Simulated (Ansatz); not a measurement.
Runs of Ansatz 0.2.0 on TiAl. It takes space group Pm-3m (No. 221, cubic). The conventional cell has a = 3.179 Å, b = 3.179 Å, c = 3.179 Å, α = 90.00°, β = 90.00°, γ = 90.00°. Ti (site symmetry m-3m) has 8 Al at 2.75 Å as nearest neighbours. Around Al (site symmetry m-3m) lie 8 Ti at 2.75 Å. The cell comes from a database or a generator and needn't be the stable form of this composition.

```tsv
task	level	potentials or basis	spin	cell	k mesh	cutoff (eV)	smearing	temperature	broadening	other keys	mesh quality	gap on the mesh (eV)	pressure (GPa)	largest force (eV/Å)
atomic charges	r2SCAN0	Ansatz PAW earlier set	off	volume scaled by 0.92	6 × 6 × 6	1050	methfessel-paxton 0.025 eV	-	-	-	not flagged	none	8.6	-
density of states	r2SCANh	Ansatz PAW	off	as given	5 × 5 × 5	500	methfessel-paxton 0.1 eV	-	-	-	coarse	none	-1.7	-
density of states	B3LYP+D3(BJ)	Ansatz PAW polarizable	off	as given	6 × 6 × 6	420	methfessel-paxton 0.025 eV	-	-	-	not flagged	none	(a)	-
optical spectrum	r2SCAN+D3(BJ)	Ansatz NC	off	as given	8 × 8 × 8	1143	fermi-dirac 0.05 eV	-	0.2 eV	hamiltonian.dispersion = d3bj	not flagged	none	-	-
single point	LDA	Ansatz PAW earlier set	non-collinear, random start	atoms moved at random, drawn with an rms of 0.15 Å	6 × 6 × 6	900	fermi-dirac 0.01 eV	-	-	-	not flagged	none	-1.3	2.09
single point	PBE	Ansatz PAW	off	atoms moved at random, drawn with an rms of 0.05 Å	8 × 8 × 8	420	fermi-dirac 0.05 eV	-	-	-	not flagged	none	0.9	0.21
```

Task: Fill in the values left out.

Result: (a) -10.1.

Caveats: some runs use coarse meshes; the PAW data sets come from PBE, with cores solved anew for the run's functional, which leaves a small shift of forces and pressure (some runs); the thresholds are loose for stress (some runs); pairwise dispersion overbinds metals, which lowers pressure and volume (some runs); spectra need much finer meshes, so this one isn't converged (some runs); independent-particle spectra lack excitons (some runs); the intraband (Drude) part of a metal's response may be missing (some runs); the potentials were made for another functional, which shifts forces and pressure (some runs).

A gap of «none» marks a metal or a gap under the smearing width.

The runs don't all hold the same shells in valence.
